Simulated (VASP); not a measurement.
Set up this calculation in VASP 6.6.1, as the native input.

| Item | Value |
| --- | --- |
| Task | single point |
| Functional | PBE |
| Dispersion | D3(BJ) |
| Potentials or basis | VASP PAW PBE potentials, release 64 (Na_pv, Cl) |
| Cutoff | 520 eV |
| k mesh | 6 × 4 × 6 |
| Occupations | gaussian, width 0.02 eV |
| Spin | no spin polarisation |
| Dipole correction | no |
| Further INCAR settings | ALGO = Fast; EDIFF = 1e-07; NBANDS = 22 |

The structure of NaCl lies in POSCAR:

```
NaCl
1.0
    4.5795615343      0.0000000000      0.0000000000
    0.0000000000      5.5772229718      0.0000000000
   -2.0934105244      0.0000000000      4.1422927297
Na Cl
2 2
Direct
    0.3303002175      0.7500000000      0.1727299337
    0.6696997825      0.2500000000      0.8272700663
    0.6713427262      0.7500000000      0.8241100717
    0.3286572738      0.2500000000      0.1758899283
```

The cell was built by a generator and needn't be a form met in nature.

The cell isn't the ideal one: the structure that the rattled cell fell into.

The input as run:

INCAR

```
ALGO     = Fast           # electronic algorithm
EDIFF    = 1E-7           # SCF threshold, eV
ENCUT    = 520            # plane-wave cutoff, eV
GGA      = PE             # functional
ISIF     = 2              # what is computed and relaxed
ISMEAR   = 0              # smearing method
IVDW     = 12             # dispersion correction
LASPH    = T              # aspherical terms in the spheres
LCHARG   = F              # write CHGCAR
LREAL    = F              # projectors in reciprocal space
LWAVE    = F              # write WAVECAR
NBANDS   = 22             # bands
NELM     = 80             # most SCF steps
PREC     = Accurate       # precision mode
SIGMA    = 0.02           # smearing width, eV
```

KPOINTS

```
k-points
0
Gamma
  6 4 6
```

Potentials or basis: VASP PAW PBE potentials, release 64 (Na_pv, Cl).

The run is started by

```bash
$ cat potpaw_PBE.64/Na_pv/POTCAR potpaw_PBE.64/Cl/POTCAR > POTCAR
$ mpirun -np 1 vasp_std > vasp.out
```

It gave:

```json
{"Pressure": "0.0 GPa", "Band gap on the k mesh": "4.86 eV, direct", "Dispersion energy per atom": "-0.176 eV"}
```

It took 63 s on 1 thread of Intel(R) Xeon(R) 6975P-C (Granite Rapids), on a shared host, peak memory 0.28 GiB.
